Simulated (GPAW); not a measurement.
Runs of GPAW 26.7.0 on MnS. The structure is cubic, space group F-43m (No. 216). The conventional cell has a = 4.947 Å, b = 4.947 Å, c = 4.947 Å, α = 90.00°, β = 90.00°, γ = 90.00°. Mn (site symmetry -43m) has 4 S at 2.14 Å as nearest neighbours. Around S (site symmetry -43m) lie 4 Mn at 2.14 Å. The cell is a database's computed one.

| task | level | potentials or basis | band path | band points | eigensolver | pressure (GPa) | moment (μB) | V0 of scaled cells (Å³/atom) | B0 (GPa) |
| --- | --- | --- | --- | --- | --- | --- | --- | --- | --- |
| band structure | mBEEF | GPAW PAW data sets (gpaw-data 1.2.1), pw | GXWKGLUWLK,UX | 100 | - | 38.9 | 3.89 | - | - |
| equation of state | BLYP+D3 | PAW data sets generated in the run's folder for this functional, pw | - | - | davidson | - | - | 15.94 | (a) |
| band structure | AM05 | PAW data sets generated in the run's folder for this functional, pw | GXWKGLUWLK,UX | 100 | - | -2.4 | 0.26 | - | - |
| equation of state | WC | PAW data sets generated in the run's folder for this functional, pw | - | - | - | - | - | 14.93 | (b) |

Alike in all rows: spin collinear, ferromagnetic start; cell as given; k mesh 8 × 8 × 8; cutoff (eV) 600; smearing fermi-dirac 0.05 eV.

Q: Fill in the values left out.

A: (a) 125; (b) 149.

Caveats: a pressure of tens of GPa on the cell as given is suspect, and the run, the potentials or the cell itself is likely at fault (some runs); the PAW data sets were made with another functional, which shifts forces and pressure a little (some runs); a cell with one magnetic atom can't hold antiferromagnetic order, which such compounds often take (some runs); the moment fell far below its start of 4 μB, so a state of higher moment may lie lower in energy (some runs).

Runs at the PBE level aren't shown here.
